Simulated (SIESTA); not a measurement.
O under changes of volume

One of the cells (18.134 Å³/atom); the others are scaled copies at fixed shape and fractional positions:

```xyz
2
Lattice="1.7541 1.0044 3.7366 -1.6220 0.9646 3.6876 0.0316 -1.9143 3.6979" Properties=species:S:1:pos:R:3 pbc="T T T"
O     0.0089    0.0030    0.6074
O     0.1547    0.0516   10.5146
```

The real solid is made of molecules; this cell is a model form.

```yaml
Program: SIESTA 5.4.2
Functional: PBEsol
Potentials_or_basis: PseudoDojo 0.4 standard (PBEsol files)
Basis: SZP (energy shift 0.01 Ry)
Grid_cutoff: 800 Ry
Energy_shift: 0.01 Ry
k_mesh: 9 × 9 × 9
Occupations: fermi-dirac, width 0.05 eV
Spin: no spin polarisation
```

```csv
volume (Å³/atom),energy over the lowest point (meV/atom),pressure (GPa),largest force (eV/Å)
17.046,74.14,9.8,7.924
17.409,54.37,8.2,7.061
17.772,37.91,6.8,6.253
18.134,?,?,?
18.497,13.86,4.4,4.782
18.860,5.76,3.3,4.108
19.223,0.00,2.3,3.471
```

Question: What does the run at 18.134 Å³/atom give?

Answer: Energy over the lowest point 24.50 meV/atom; pressure 5.6 GPa; largest force 5.495 eV/Å.

Worked out: A Birch-Murnaghan fit of order 3 (a polynomial in V^(-2/3)) to the other rows has no minimum within the range. It gives 24.52 meV/atom at 18.134 Å³/atom, against the run's 24.50, and -dE/dV = 5.3 GPa, against 5.6.

Energies are extrapolated to zero smearing.

Caveats: spin is off for a triplet molecule; the basis of atomic orbitals isn't converged, which shifts pressures, moduli and gaps.
